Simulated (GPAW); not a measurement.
BN:

```xyz
4
Lattice="2.5539 0.0000 0.0000 -1.2770 2.2118 0.0000 0.0000 0.0000 4.2269" Properties=species:S:1:pos:R:3 pbc="T T T"
N     0.0000    1.4745    0.5295
N     1.2770    0.7373    2.6430
B     0.0000    1.4745    2.1123
B     1.2770    0.7373    4.2257
```

Measurements of this composition are mostly on another form, of space group No. 194.

Program: GPAW 26.7.0. Alike in all runs: no spin polarisation; cell as given.

Q: Order these runs on this cell by their band gap on the k mesh, lowest first.
A. level PBEsol; potentials or basis PAW data sets generated in the run's folder for this functional, pw; k mesh 6 × 6 × 3; cutoff (eV) 680; smearing fermi-dirac 0.01 eV; mesh quality coarse
B. level TB-mBJ; potentials or basis GPAW PAW data sets for LDA (gpaw-data 1.2.1), pw; k mesh 10 × 10 × 6; cutoff (eV) 800; smearing fermi-dirac 0.05 eV; mesh quality not flagged
C. level r2SCAN; potentials or basis GPAW PAW data sets (gpaw-data 1.2.1), pw; k mesh 10 × 10 × 5; cutoff (eV) 800; smearing fermi-dirac 0.05 eV; band path GMKGALHA,LM,KH; band points 60; mesh quality not flagged
D. level LDA; potentials or basis the program's PAW data sets (release 1.2.1) made for this functional, pw; k mesh 10 × 10 × 5; cutoff (eV) 800; smearing fermi-dirac 0.05 eV; band path GMKGALHA,LM,KH; band points 60; mesh quality not flagged

A: A (4.98 eV), D (5.18 eV), C (5.94 eV), B (6.95 eV).

Caveats: some runs use coarse meshes; the mesh misses the band edges, which the band path finds closer together (some runs); a model potential gives levels but no total energy (some runs); an odd mesh through Γ misses points on the zone boundary, where band edges often lie (some runs).

Runs at the PBE level aren't shown here.
